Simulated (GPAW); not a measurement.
**Equation of state of SnTe under C09-vdW**

The structure is cubic, space group Fm-3m (No. 225). Conventional cell: a = 6.302 Å, b = 6.302 Å, c = 6.302 Å, α = 90.00°, β = 90.00°, γ = 90.00°. Te (site symmetry m-3m) is surrounded by 6 Sn at 3.15 Å. Sn (site symmetry m-3m) is surrounded by 6 Te at 3.15 Å.

The cell was scaled at fixed shape and fractions and run with GPAW, GPAW PAW data sets (gpaw-data 1.2.1), cutoff 600 eV; C09-vdW, k mesh 6 × 6 × 6 on the cell of 2 atoms, fermi-dirac occupations of 0.05 eV, no spin polarisation, no spin-orbit coupling. The potentials were made for PBE. Energies are those that the program minimises, any entropy of the smearing included.

| V (Å³/atom) | energy over the lowest row (meV/atom) |
| --- | --- |
| 29.4043 | 20.334 |
| 30.0299 | ? |
| 30.6556 | 2.506 |
| 31.2812 | 0.000 |
| 31.9068 | 1.250 |
| 32.5324 | 5.832 |
| 33.1581 | 13.398 |

Problem. Fit the third-order Birch-Murnaghan form, give V0, B0 and B′, and predict the energy left open.

Solution. With y = (V0/V)^(2/3), E = E0 + (9 V0 B0/16) [(y - 1)³ B′ + (y - 1)² (6 - 4y)]. Least squares through the rows shown give V0 = 31.3759 Å³/atom, E0 = -0.027 meV, B0 = 46.91 GPa (1 eV/Å³ = 160.218 GPa) and B′ = 4.35, with a largest miss of 0.015 meV. At V = 30.0299 the form with these constants gives 9.113 meV; the run gave 9.203 meV an atom.

The curve is steeper under compression than under expansion: the energy reaches 20.334 meV/atom at the smallest volume but only 13.398 meV/atom at the largest. The fitted minimum lies slightly above the central volume, which accounts for part of this difference; the rest is true anharmonicity, expressed by the positive B′. Closed-shell and core overlap repulsion rises rapidly as Sn and Te approach, while the bonding attraction weakens more gradually on expansion. The modest bulk modulus of 46.91 GPa fits long, polar bonds built mainly from p orbitals, with too few p electrons to give each contact a full electron pair.

The withheld energy lies above the prediction by clearly more than the largest fit residual of 0.015 meV. With four parameters and six points, that residual understates the predictive error; small changes in the basis or grid with volume probably contribute too. The equilibrium volume is hardly affected, but B′ is less certain than the close fit implies. Uniform scaling doesn't test the cubic structure against the polar off-centring known in SnTe at low temperature.
